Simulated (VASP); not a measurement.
# AgCl (Fm-3m) in VASP: notebook

Runs on AgCl. Level: PBEsol. Tasks: relaxation of cell and atoms, single point.

All numbers are computed with VASP 6.6.1; they aren't measurements. Logs are shortened: lines on timing, memory, paths and dates and some standing lists are left out, and cuts for length are marked.

**The experiment to reproduce.**

From a printed reference work, data compilation, for a bulk crystal of AgCl: band gap 3.249 eV (indirect).

The results are compared with them further down.

**1. The structure**

The structure is cubic, space group Fm-3m (No. 225). Conventional cell: a = 5.545 Å, b = 5.545 Å, c = 5.545 Å, α = 90.00°, β = 90.00°, γ = 90.00°. Ag (site symmetry m-3m) is surrounded by 6 Cl at 2.77 Å. Around Cl (site symmetry m-3m) lie 6 Ag at 2.77 Å.

The cell is a database's computed one.

**2. Relaxation of cell and atoms, PBEsol**

Input file INCAR:

```
SYSTEM = AgCl
PREC = Accurate
ENCUT = 600
EDIFF = 1E-7
ISMEAR = 0
SIGMA = 0.02
LREAL = .False.
LASPH = .True.
NELM = 100
ALGO = Normal
ISIF = 3
LWAVE = .False.
LCHARG = .False.
GGA = PS
IBRION = 2
NSW = 90
EDIFFG = -0.005
```

Input file KPOINTS:

```
Automatic mesh
0
Gamma
  4 4 4
  0 0 0
```

Input file POSCAR:

```
AgCl
1.0
    0.0000000000      2.7726630000      2.7726630000
    2.7726630000      0.0000000000      2.7726630000
    2.7726630000      2.7726630000      0.0000000000
Ag Cl
1 1
Direct
    0.0000000000      0.0000000000      0.0000000000
    0.5000000000      0.5000000000      0.5000000000
```

Potentials or basis: VASP PAW PBE potentials, release 64 (Ag, Cl).

On the command line:

```console
cat potpaw_PBE.64/Ag/POTCAR potpaw_PBE.64/Cl/POTCAR > POTCAR
mpirun -np 1 vasp_std > vasp.out
```

OUTCAR:

```text
SYSTEM = AgCl
   PREC = Accurate
   ENCUT = 600
   EDIFF = 1E-7
   ISMEAR = 0
   LREAL = .False.
   LASPH = .True.
   NELM = 100
   ISIF = 3
   GGA = PS
   IBRION = 2
   NSW = 90
   EDIFFG = -0.005

 ion  position               nearest neighbor table
   1  0.000  0.000  0.000-   2 2.77   2 2.77   2 2.77   2 2.77   2 2.77   2 2.77
   2  0.500  0.500  0.500-   1 2.77   1 2.77   1 2.77   1 2.77   1 2.77   1 2.77

  LATTYP: Found a face centered cubic cell.
 ALAT       =     5.5453260000

  Lattice vectors:

 A1 = (   0.0000000000,   2.7726630000,   2.7726630000)
 A2 = (   2.7726630000,   0.0000000000,   2.7726630000)
 A3 = (   2.7726630000,   2.7726630000,   0.0000000000)

Analysis of symmetry for initial positions (statically):
=====================================================================
 Subroutine PRICEL returns:
 Original cell was already a primitive cell.

 Routine SETGRP: Setting up the symmetry group for a
 face centered cubic supercell.

 Subroutine GETGRP returns: Found 48 space group operations
 (whereof 48 operations were pure point group operations)
 out of a pool of 48 trial point group operations.

The static configuration has the point symmetry O_h .

Analysis of symmetry for dynamics (positions and initial velocities):
=====================================================================
 Subroutine PRICEL returns:
 Original cell was already a primitive cell.

 Routine SETGRP: Setting up the symmetry group for a
 face centered cubic supercell.

 Subroutine GETGRP returns: Found 48 space group operations
 (whereof 48 operations were pure point group operations)
 out of a pool of 48 trial point group operations.

The dynamic configuration has the point symmetry O_h .

 Subroutine INISYM returns: Found 48 space group operations
 (whereof 48 operations are pure point group operations),
 and found     1 'primitive' translations

----------------------------------------------------------------------------------------

                                     Primitive cell

  volume of cell :      42.6306

  direct lattice vectors                    reciprocal lattice vectors
     0.000000000  2.772663000  2.772663000    -0.180332049  0.180332049  0.180332049
     2.772663000  0.000000000  2.772663000     0.180332049 -0.180332049  0.180332049
     2.772663000  2.772663000  0.000000000     0.180332049  0.180332049 -0.180332049

  length of vectors
     3.921137618  3.921137618  3.921137618     0.312344271  0.312344271  0.312344271

  position of ions in fractional coordinates (direct lattice)
     0.000000000  0.000000000  0.000000000
     0.500000000  0.500000000  0.500000000

  ion indices of the primitive-cell ions
   primitive index   ion index
                 1           1
                 2           2

----------------------------------------------------------------------------------------

 KPOINTS: Automatic mesh

Automatic generation of k-mesh.
 Grid dimensions read from file:
 generate k-points for:    4    4    4

 Generating k-lattice:

  Cartesian coordinates                     Fractional coordinates (reciprocal lattice)
    -0.045083012  0.045083012  0.045083012     0.250000000  0.000000000  0.000000000
     0.045083012 -0.045083012  0.045083012     0.000000000  0.250000000  0.000000000
     0.045083012  0.045083012 -0.045083012     0.000000000  0.000000000  0.250000000

  Length of vectors
     0.078086068  0.078086068  0.078086068

  Shift w.r.t. Gamma in fractional coordinates (k-lattice)
     0.000000000  0.000000000  0.000000000

 Subroutine IBZKPT returns following result:
 ===========================================

 Found      8 irreducible k-points:

 Following reciprocal coordinates:
            Coordinates               Weight
  0.000000  0.000000  0.000000      1.000000
  0.250000  0.000000  0.000000      8.000000
  0.500000  0.000000  0.000000      4.000000
  0.250000  0.250000  0.000000      6.000000
  0.500000  0.250000  0.000000     24.000000
 -0.250000  0.250000  0.000000     12.000000
  0.500000  0.500000  0.000000      3.000000
 -0.250000  0.500000  0.250000      6.000000
   k-points           NKPTS =      8   k-points in BZ     NKDIM =      8   number of bands    NBANDS=     13
   number of dos      NEDOS =    301   number of ions     NIONS =      2
   total plane-waves  NPLWV =  32768
   dimension x,y,z NGX =    32 NGY =   32 NGZ =   32
   dimension x,y,z NGXF=    64 NGYF=   64 NGZF=   64
   ions per type =               1   1
   NGX,Y,Z   is equivalent  to a cutoff of  13.57, 13.57, 13.57 a.u.
   NGXF,Y,Z  is equivalent  to a cutoff of  27.13, 27.13, 27.13 a.u.
 SYSTEM =  AgCl
   PREC   = accura    normal or accurate (medium, high low for compatibility)
   ISTART =      0    job   : 0-new  1-cont  2-samecut
   ICHARG =      2    charge: 1-file 2-atom 10-const
   ISPIN  =      1    spin polarized calculation?
   LNONCOLLINEAR =      F non collinear calculations
   LSORBIT =      F    spin-orbit coupling
   LASPH  =      T    aspherical Exc in radial PAW
   ENCUT  =  600.0 eV  44.10 Ry    6.64 a.u.   7.83  7.83  7.83*2*pi/ulx,y,z
   NELM   =    100;   NELMIN=  2; NELMDL= -5     # of ELM steps
   EDIFF  = 0.1E-06   stopping-criterion for ELM
   LREAL  =      F    real-space projection
   EDIFFG = -.5E-02   stopping-criterion for IOM
   NSW    =     90    number of steps for IOM
   IBRION =      2    ionic relax: 0-MD 1-quasi-New 2-CG
   NFREE  =      1    steps in history (QN), initial steepest desc. (CG)
   ISIF   =      3    stress and relaxation
   ISYM   =      2    0-nonsym 1-usesym 2-fastsym
   POTIM  = 0.5000    time-step for ionic-motion
   TEBEG  =    0.0;   TEEND  =   0.0 temperature during run
   PSTRESS=    0.0 pullay stress
   NELECT =      18.0000    total number of electrons
   NUPDOWN=      -1.0000    fix difference up-down
   EMIN   =  10.00;   EMAX   =-10.00  energy-range for DOS
   EFERMI =   0.00;   METHOD = LEGACY
   ISMEAR =     0;   SIGMA  =   0.02  broadening in eV -4-tet -1-fermi 0-gaus
   EFERMI_NEDOS =   21; number of points for ismear=-14 and -15
   IALGO  =     38    algorithm
   IMIX   =      4    mixing-type and parameters
     AMIX     =   0.40;   BMIX     =  1.00
     AMIX_MAG =   1.60;   BMIX_MAG =  1.00
  volume/ion in A,a.u.               =      21.32       143.84
  Fermi-wavevector in a.u.,A,eV,Ry     =   1.228170  2.320905 20.523058  1.508402
  Thomas-Fermi vector in A             =   2.363106
   LORBIT       =      0    0 simple, 1 ext, 2 COOP (PROOUT), +10 PAW based schemes
   GGA     = PS    functional components
   LHFCALC =     F    Hartree Fock is set to
   AEXX    =    0.0000 exact exchange contribution
   IVDW    =     0    specifies the selected vdW correction
   LEPSILON=     F    determine dielectric tensor
   LRPA    =     F    only Hartree local field effects (RPA)
 conjugate gradient relaxation of ions
 non-spin polarized calculation
 Gauss-broadening in eV      SIGMA  =   0.02
  energy-cutoff  :      600.00
  volume of cell :       42.63
 maximum number of plane-waves:      1428
   NGX = 15   NGY = 15   NGZ = 15

--------------------------------------- Ionic step        1  -------------------------------------------

 number of electron      18.0000002 magnetization

 Free energy of the ion-electron system (eV)
  ---------------------------------------------------
  ext. energy  EPLUGINS =         0.00000000
  ---------------------------------------------------
  free energy    TOTEN  =        -6.02770404 eV

  energy without entropy =       -6.02770404  energy(sigma->0) =       -6.02770404

 E-fermi :   3.8837     XC(G=0): -10.2152

 val. band max:        3.7279979941   @ k =   0.5000   0.0000   0.0000
 cond. band min:       4.4535652770   @ k =   0.0000   0.0000   0.0000
 fundamental gap:      0.7255672829
 Fermi energy:         3.8836920144

 k-point     1 :       0.0000    0.0000    0.0000
  band No.  band energies     occupation
      1     -11.4128      2.00000
      2       1.2447      2.00000
      3       1.2447      2.00000
      4       1.2447      2.00000
      5       1.2852      2.00000
      6       1.2852      2.00000
      7       1.3970      2.00000
      8       1.3970      2.00000
      9       1.3970      2.00000
     10       4.4536      0.00000
     11      14.4685      0.00000
     12      14.4685      0.00000
     13      14.4685      0.00000

 k-point     2 :       0.2500    0.0000    0.0000
  band No.  band energies     occupation
      1     -11.1956      2.00000
      2      -0.5170      2.00000
      3       0.0249      2.00000
      4       0.0249      2.00000
      5       1.4296      2.00000
      6       1.4296      2.00000
      7       1.6873      2.00000
      8       2.9168      2.00000
      9       2.9168      2.00000
     10       6.5147      0.00000
     11      11.3826      0.00000
[... 154 lines left out ...]
 POSITION                                       TOTAL-FORCE (eV/Angst)
 -----------------------------------------------------------------------------------
      2.72816      2.72816     -0.00000        -0.000000      0.000000     -0.000000
      2.72816      2.72816      2.72816         0.000000     -0.000000      0.000000
 -----------------------------------------------------------------------------------
    total drift:                                0.000000     -0.000000     -0.000000

  FREE ENERGIE OF THE ION-ELECTRON SYSTEM (eV)
  ---------------------------------------------------
  free  energy   TOTEN  =        -6.0449804823 eV

  energy  without entropy=       -6.0449804823  energy(sigma->0) =       -6.04498048

--------------------------------------- Ionic step        3  -------------------------------------------

 number of electron      17.9999997 magnetization

 Free energy of the ion-electron system (eV)
  ---------------------------------------------------
  ext. energy  EPLUGINS =         0.00000000
  ---------------------------------------------------
  free energy    TOTEN  =        -6.04500724 eV

  energy without entropy =       -6.04500724  energy(sigma->0) =       -6.04500724

 E-fermi :   4.5448     XC(G=0): -10.4804

 val. band max:        4.3874783411   @ k =   0.5000   0.0000   0.0000
 cond. band min:       5.1045741235   @ k =   0.0000   0.0000   0.0000
 fundamental gap:      0.7170957824
 Fermi energy:         4.5447536317

 k-point     1 :       0.0000    0.0000    0.0000
  band No.  band energies     occupation
      1     -11.1049      2.00000
      2       1.6847      2.00000
      3       1.6847      2.00000
      4       1.6847      2.00000
      5       1.7289      2.00000
      6       1.7289      2.00000
      7       1.8443      2.00000
      8       1.8443      2.00000
      9       1.8443      2.00000
     10       5.1046      0.00000
     11      15.1089      0.00000
     12      15.1089      0.00000
     13      15.1089      0.00000

 k-point     2 :       0.2500    0.0000    0.0000
  band No.  band energies     occupation
      1     -10.8551      2.00000
      2      -0.2069      2.00000
      3       0.3734      2.00000
      4       0.3734      2.00000
      5       1.8938      2.00000
      6       1.8938      2.00000
      7       2.1751      2.00000
      8       3.4947      2.00000
      9       3.4947      2.00000
     10       7.2264      0.00000
     11      12.0316      0.00000
[... 118 lines left out ...]
 POSITION                                       TOTAL-FORCE (eV/Angst)
 -----------------------------------------------------------------------------------
      0.00000      0.00000      0.00000         0.000000     -0.000000     -0.000000
      2.72645      2.72645      2.72645        -0.000000      0.000000      0.000000
 -----------------------------------------------------------------------------------
    total drift:                                0.000000     -0.000000     -0.000000

  FREE ENERGIE OF THE ION-ELECTRON SYSTEM (eV)
  ---------------------------------------------------
  free  energy   TOTEN  =        -6.0450072404 eV

  energy  without entropy=       -6.0450072404  energy(sigma->0) =       -6.04500724

 reached required accuracy - stopping structural energy minimisation
```

Wall time 11 s (1 thread of Intel Xeon Platinum 8488C (Sapphire Rapids), shared host); peak memory 0.18 GiB.

Results:

| Property | Result |
| --- | --- |
| Free energy | -6.0450 eV |
| Relaxed volume | 20.27 Å³/atom |
| Relaxed cell | a = 3.856 Å, b = 3.856 Å, c = 3.856 Å, α = 60.00°, β = 60.00°, γ = 60.00° |
| Space group after relaxing (to 0.05 Å) | Fm-3m (No. 225) |
| Energy gained by relaxing | 8.7 meV/atom |
| Ionic steps | 3 |
| Pressure after relaxing | 0.0 GPa |
| Band gap on the k mesh | 0.72 eV, indirect (least direct gap 3.26 eV) |

Step by step:
```
step  energy change (eV)  largest force (eV/Å)  pressure (GPa)  volume (Å³)
   1              0.0000                0.0000           -2.50        42.63
   2             -0.0173                0.0000           -0.11        40.61
   3             -0.0173                0.0000           -0.01        40.53
```

Final structure:
```yaml
crystal:
  lattice:
    - [0.00000, 2.72645, 2.72645]
    - [2.72645, 0.00000, 2.72645]
    - [2.72645, 2.72645, 0.00000]
  atoms:
    - { symbol: Ag, position: [0.00000, 0.00000, 0.00000] }
    - { symbol: Cl, position: [0.50000, 0.50000, 0.50000] }
```

Caveat: the k mesh is coarse (spacing up to 0.49 Å⁻¹), so the values aren't converged; the PAW data sets were made with another functional, which shifts forces and pressure a little. A k mesh can miss the band edges.

**3. Single point, PBEsol**

Input file INCAR:

```
ALGO = Normal
EDIFF = 1E-6
ENCUT = 520
GGA = PS
ISIF = 2
ISMEAR = 0
LASPH = True
LCHARG = False
LREAL = False
LWAVE = False
NBANDS = 16
NELM = 100
PREC = Accurate
SIGMA = 0.02
```

Input file KPOINTS:

```
k-points
0
Gamma
  8 8 8
```

POSCAR is that of step 2.

Potentials or basis: VASP PAW PBE potentials, release 64 (Ag, Cl).

On the command line:

```console
cat potpaw_PBE.64/Ag/POTCAR potpaw_PBE.64/Cl/POTCAR > POTCAR
mpirun -np 1 vasp_std > vasp.out
```

Run time: 15 s. Hardware: 1 thread of Intel Xeon Platinum 8488C (Sapphire Rapids), shared host; peak memory 0.17 GiB.

Results (log left out):

```yaml
Free_energy: -6.0417 eV
Pressure: -2.7 GPa
Band_gap_on_the_k_mesh: 0.73 eV, indirect (least direct gap 3.04 eV)
```

Levels at points of the mesh, in eV from the valence-band top:
```tsv
k point	band 6	band 7	band 8	band 9	band 10	band 11	band 12	band 13
(0.00, 0.00, 0.00)	-2.44	-2.33	-2.33	-2.33	0.73	10.74	10.74	10.74
(0.50, 0.00, 0.00)	-2.10	-1.79	0.00	0.00	4.03	6.44	7.53	7.53
(0.50, 0.50, 0.00)	-2.24	-1.98	-1.98	-1.90	2.24	7.85	8.46	11.35
```

Caveat: the PAW data sets were made with another functional, which shifts forces and pressure a little.

**4. Against experiment**

Step 3. Against the measured gap of AgCl, 3.249 eV (indirect; a printed reference work, data compilation), the calculated 0.73 eV is off by -2.52 eV. So large a miss can be the level of theory's own, or it may mean another phase, state or a wrong row. Spin-orbit coupling on Ag is left out. The value is that of PBEsol on a finite k mesh, which can miss the band edges, without temperature or zero-point motion. Semilocal functionals fall short of measured gaps as a rule. The cell is a database's relaxed one, not the measured one, which moves gaps too.
